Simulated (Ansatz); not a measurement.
One crystal and one scan (frozen-phonon scan) at two levels, PBE (plane waves to 420 eV, PAW, scalar-relativistic; Ansatz, an electronic-structure program) and r2SCAN (plane waves to 500 eV, PAW, scalar-relativistic; Ansatz), each from its own relaxed cell and on its own mesh. The cell shown is that of PBE.

Starting cell, SrF2 (fluorite):

```xyz
6
Lattice="0.0000 5.8573 5.8573 2.9286 2.9286 5.8573 2.9286 2.9286 0.0000" Properties=species:S:1:pos:R:3 pbc="T T T"
Sr     0.0000     0.0000     0.0000
Sr     2.9286     5.8573     2.9286
F      1.4643     1.4643     1.4643
F      1.4643     4.3930     4.3930
F      4.3930     4.3930     4.3930
F      4.3930     7.3216     7.3216
```

A phonon eigenvector at X = (0.5, 0.5, 0.0) is frozen into this cell: atom i moves by Q times the vector below, so Q is the largest atomic displacement, in Å. The cell is held. (q is in reciprocal vectors of the primitive cell; the cell shown is doubled to hold the pattern.)

```
atom      x      y       z
----  -----  -----  ------
F3    0.000  0.000   1.000
F4    0.000  0.000  -1.000
F5    0.000  0.000  -1.000
F6    0.000  0.000   1.000
```

Atoms not listed stay in place.

SrF2 was relaxed with its symmetry unable to fall. Percentages come from the unrounded values.

Results of PBE:

```
Property                                                                                                                                           Value
----------------------------------------------------------------------------------------  --------------------------------------------------------------
Lattice constant a (Å)                                                                                                                             5.857
Harmonic wavenumber from the curvature (finite differences) (cm⁻¹ (negative: imaginary))                                                             340
Shape of the curve                                                                        a single well with its minimum at or next to zero displacement
```

Problem. Estimate the r2SCAN values.

Solution. 
```csv
quantity,r2SCAN,PBE − r2SCAN
Lattice constant a (Å),5.791,+0.066 (+1.2 %)
Harmonic wavenumber from the curvature (finite differences) (cm⁻¹ (negative: imaginary)),355,-15 (-4.4 %)
```

PBE gives the higher value for: lattice constant a. PBE gives the lower value for: harmonic wavenumber from the curvature. Both give the same shape of the curve: a single well with its minimum at or next to zero displacement.

(A displaced cell: forces are minus the slopes of the energy, force constants its curvatures, and phonons follow from these.)
